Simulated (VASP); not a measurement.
SnTe under changes of volume

One of the cells (30.345 Å³/atom); the others are scaled copies at fixed shape and fractional positions:

```
Te Sn
1.0
     0.00000    3.11911    3.11911
     3.11911    0.00000    3.11911
     3.11911    3.11911    0.00000
Te Sn
1 1
Direct
  0.50000 0.50000 0.50000
  0.00000 0.00000 0.00000
```

```yaml
Program: VASP 6.6.1
Functional: LDA
Potentials_or_basis: VASP PAW LDA potentials, release 64 (Te, Sn_d)
Cutoff: 520 eV
k_mesh: 6 × 6 × 6
Occupations: gaussian, width 0.02 eV
Spin: no spin polarisation
```

```tsv
volume (Å³/atom)	energy over the lowest point (meV/atom)	pressure (GPa)	gap on the mesh (eV)
29.132	8.58	2.3	0.31
29.738	2.07	1.1	0.27
30.345	0.00	-0.1	0.21
30.952	1.90	-1.0	0.15
31.559	?	?	?
```

Task: What does the run at 31.559 Å³/atom give?

Result: Energy over the lowest point 7.36 meV/atom; pressure -1.9 GPa; gap on the mesh 0.09 eV.

Worked out: A Birch-Murnaghan fit of order 2 (a polynomial in V^(-2/3)) to the other rows has its minimum at 30.35 Å³/atom with B0 = V·E''(V) = 53 GPa. It gives 7.44 meV/atom at 31.559 Å³/atom, against the run's 7.36, and -dE/dV = -1.9 GPa, against -1.9.

Energies are extrapolated to zero smearing.

Caveats: spin-orbit coupling is left out, which moves the levels of the heavy elements.

A mesh can miss the band edges.
